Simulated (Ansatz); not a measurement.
**SnS2: band gap under strain**

Aim: follow the gap of SnS2, CdI2 type through these states: -2.0 % biaxial strain in x and y, free along z; -1.0 % biaxial strain in x and y, free along z; +1.0 % biaxial strain in x and y, free along z. The table at the end shows which levels were run.

The runs shown are made with Ansatz 0.2.0. PAW datasets, plane waves. The values are computed, spin-unpolarised, and not measurements.

### 1 The structure to begin with

The unstrained cell was relaxed with r2SCAN+rVV10; in each strained cell the atoms were relaxed again with r2SCAN+rVV10. Names of k-points are those of the unstrained zone, where strain can split equivalent points. First state: -2.0 % biaxial strain in x and y, free along z.

It is trigonal, P-3m1 (No. 164); a = 3.588 Å, c = 6.055 Å in the conventional setting, 22.50 Å³ an atom. Near Sn stand 6 S at 2.55 Å; near S stand 3 Sn at 2.55 Å.

Structure file:

```cif
data_structure
_symmetry_space_group_name_H-M 'P-3m1'
_symmetry_Int_Tables_number 164
_cell_length_a 3.5875
_cell_length_b 3.5875
_cell_length_c 6.0546
_cell_angle_alpha 90.000
_cell_angle_beta 90.000
_cell_angle_gamma 120.000
_cell_volume 67.49
loop_
_atom_site_label
_atom_site_type_symbol
_atom_site_symmetry_multiplicity
_atom_site_Wyckoff_symbol
_atom_site_fract_x
_atom_site_fract_y
_atom_site_fract_z
_atom_site_occupancy
Sn1 Sn 1 a 0.00000 0.00000 0.00000 1
S1 S 2 d 0.33333 0.66667 0.24608 1
```

From earlier runs on the unstrained cell: PBE 1.43 eV, r2SCAN 1.81 eV, HSE06 2.32 eV, r2SCAN+SOC 1.75 eV, G0W0 2.37 eV (on its mesh); a = 3.661 Å, c = 5.962 Å.

### 2 -2.0 % biaxial strain in x and y, free along z: PBE

Input file input.yaml:

```yaml
crystal:
  lattice:
    - [3.5875397104, 0.0, 0.0]
    - [-1.7937698552, 3.1069005263, 0.0]
    - [0.0, 0.0, 6.0546406447]
  atoms:
    - { symbol: Sn, position: [0.0, 0.0, 0.0] }
    - { symbol: S, position: [0.3333333333, 0.6666666667, 0.2460766716] }
    - { symbol: S, position: [0.6666666667, 0.3333333333, 0.7539233284] }
kpoints:
  mp_grid: { grid: [12, 12, 4] }
  band_path:
    path:
      - [0.0, 0.0, 0.0]
      - [0.5, 0.0, 0.0]
      - [0.3333333333, 0.3333333333, 0.0]
      - [0.0, 0.0, 0.5]
      - [0.5, 0.0, 0.5]
      - [0.3333333333, 0.3333333333, 0.5]
      - [0.0, -0.5, 0.25]
      - [0.140625, 0.0, 0.148437]
      - [0.0, 0.471354, 0.348958]
    npoints: 1
hamiltonian:
  xc: pbe
scf:
  occupations: { method: fermi_dirac, width: 0.02 }
  n_extra_bands: 4
output:
  forces: true
  stress: true
  eigenvalues: true
```

Started as:

```console
$ ansatz run input.yaml --threads 2 --pin off --max-ram 29491MiB --backend cpu --events-out ev --progress --plain --runs-dir out
```

The runs that follow: -2.0 % biaxial strain in x and y, free along z: r2SCAN; -2.0 % biaxial strain in x and y, free along z: HSE06; -2.0 % biaxial strain in x and y, free along z: r2SCAN+SOC; -2.0 % biaxial strain in x and y, free along z: r2SCAN; -2.0 % biaxial strain in x and y, free along z: G0W0@PBE; -1.0 % biaxial strain in x and y, free along z: PBE; -1.0 % biaxial strain in x and y, free along z: r2SCAN; -1.0 % biaxial strain in x and y, free along z: HSE06; -1.0 % biaxial strain in x and y, free along z: r2SCAN+SOC; -1.0 % biaxial strain in x and y, free along z: r2SCAN; -1.0 % biaxial strain in x and y, free along z: G0W0@PBE; +1.0 % biaxial strain in x and y, free along z: PBE; +1.0 % biaxial strain in x and y, free along z: r2SCAN; +1.0 % biaxial strain in x and y, free along z: HSE06; +1.0 % biaxial strain in x and y, free along z: r2SCAN+SOC; +1.0 % biaxial strain in x and y, free along z: r2SCAN; +1.0 % biaxial strain in x and y, free along z: G0W0@PBE.

Before running it: what results should come out?

**Answer**, as computed:

Least gap in eV (negative: overlap), with the change from the unstrained cell in brackets. G0W0 is on its own coarse mesh.

```
                                         state  volume change (%)           PBE        r2SCAN         HSE06          G0W0
-2.0 % biaxial strain in x and y, free along z               -2.5  1.45 (+0.02)  1.86 (+0.05)  2.28 (-0.04)  2.32 (-0.05)
-1.0 % biaxial strain in x and y, free along z               -1.2  1.49 (+0.06)  1.91 (+0.10)  2.32 (+0.00)  2.36 (-0.01)
+1.0 % biaxial strain in x and y, free along z               +1.2  1.32 (-0.11)  1.68 (-0.13)  2.21 (-0.11)  2.25 (-0.12)
```

In words: The largest move of the HSE06 gap in the table is -0.105 eV, under +1.0 % biaxial strain in x and y, free along z. PBE and HSE06 differ by 0.88 eV on the unstrained gap, and by at most 0.06 eV on its change. Spin-orbit coupling is left out of the table, though the cell holds Sn (Z = 50); in an element this heavy it can shift bands and gaps by tenths of an eV. The G0W0 figures hold for the stated bands, cutoff and mesh and aren't extrapolated.
